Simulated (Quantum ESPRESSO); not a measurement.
Crystal: K.

```
CELL_PARAMETERS angstrom
-2.69756 2.69756 2.69756
2.69756 -2.69756 2.69756
2.69756 2.69756 -2.69756
ATOMIC_POSITIONS crystal
K 0.00000 0.00000 0.00000
```

```yaml
Program: Quantum ESPRESSO 7.5
Task: relaxation of cell and atoms
Functional: revPBE
Dispersion: D3(BJ)
Potentials_or_basis: PseudoDojo 0.4.1 SR PBE standard
Cutoff: 1007 eV
Density_cutoff: 4027 eV
k_mesh: 7 × 7 × 7
Occupations: fermi-dirac, width 0.05 eV
Spin: no spin polarisation
```

At the start: pressure -0.3 GPa; volume 78.52 Å³/atom.

Problem. Where does the relaxation end?

Solution. Over 8 steps the energy falls by 8.3 meV/atom and the volume is 70.27 Å³/atom (-10.5 %); space group Im-3m (No. 229, to 0.05 Å).

Step by step:
```csv
step,energy change (eV),largest force (eV/Å),pressure (GPa),volume (Å³)
1,0.0000,0.0000,-0.33,78.52
2,-0.0008,0.0000,-0.32,78.13
3,-0.0022,0.0000,-0.29,77.39
4,-0.0040,0.0000,-0.25,76.32
5,-0.0059,0.0000,-0.20,75.00
6,-0.0074,0.0000,-0.13,73.49
7,-0.0083,0.0000,-0.05,71.89
8,-0.0083,0.0000,0.04,70.27
```

Final structure:
```yaml
crystal:
  lattice:
    - [-2.59960, 2.59960, 2.59960]
    - [2.59960, -2.59960, 2.59960]
    - [2.59960, 2.59960, -2.59960]
  atoms:
    - { symbol: K, position: [0.00000, 0.00000, 0.00000] }
```

Caveat: the potentials were made for another functional, which shifts forces and pressure; pairwise dispersion overbinds metals, which lowers pressure and volume.
